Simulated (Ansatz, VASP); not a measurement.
# One calculation of ZnSe, two programs

Contents of INCAR:

```
ALGO     = Normal         # electronic algorithm
EDIFF    = 1E-7           # SCF threshold, eV
ENCUT    = 520            # plane-wave cutoff, eV
GGA      = PE             # functional
ISIF     = 2              # what is computed and relaxed
ISMEAR   = -1             # smearing method
LASPH    = T              # aspherical terms in the spheres
LCHARG   = T              # write CHGCAR
LELF     = T              # ELF
LREAL    = F              # projectors in reciprocal space
LVHAR    = T            
LWAVE    = F              # write WAVECAR
NBANDS   = 16             # bands
NELM     = 60             # most SCF steps
PREC     = Accurate       # precision mode
SIGMA    = 0.1            # smearing width, eV
```

File KPOINTS:

```
k-points
0
Gamma
  13 13 13
```

POSCAR

```
ZnSe
1.0
    0.0000000000      2.4054154871      2.4054154871
    2.4054154871      0.0000000000      2.4054154871
    2.4054154871      2.4054154871      0.0000000000
Zn Se
1 1
Direct
    0.0000000000      0.0000000000      0.0000000000
    0.5000000000      0.5000000000      0.5000000000
```

Input for Ansatz:

```yaml
crystal:
  lattice:
    - [0.0, 2.4054154871, 2.4054154871]
    - [2.4054154871, 0.0, 2.4054154871]
    - [2.4054154871, 2.4054154871, 0.0]
  atoms:
    - { symbol: Zn, position: [0.0, 0.0, 0.0] }
    - { symbol: Se, position: [0.5, 0.5, 0.5] }
kpoints:
  mp_grid: { grid: [13, 13, 13] }
scf:
  occupations: { method: fermi_dirac, width: 0.1 }
hamiltonian:
  xc: pbe
  pseudopotentials: { kind: all_electron, lapw: { basis_error: 0.001 } }
output:
  forces: true
  stress: true
  eigenvalues: true
  populations: true
```

Change from the starting cell: volume scaled by 0.72, LAPW.

Alike in both runs: task single point; functional PBE; k mesh 13 × 13 × 13; occupations fermi-dirac, width 0.1 eV; no spin polarisation.

|  | VASP | Ansatz |
| --- | --- | --- |
| version | VASP 6.6.1 | Ansatz 0.2.0 |
| potentials or method | VASP PAW PBE potentials, release 64 (Zn, Se) | all-electron LAPW, scalar-relativistic |
| plane-wave cutoff (eV) | 520 | see its input |

VASP gave:

* pressure (GPa): 50.2

**Question.** Estimate Ansatz's values.

**Answer.** Pressure (GPa): 49.3.

Ansatz ran all-electron here, so the differences hold the error of VASP's frozen core and of both bases.

Caveats: so large a pressure means that the cell lies far from this level's equilibrium, or that cutoff or potentials fall short (VASP).
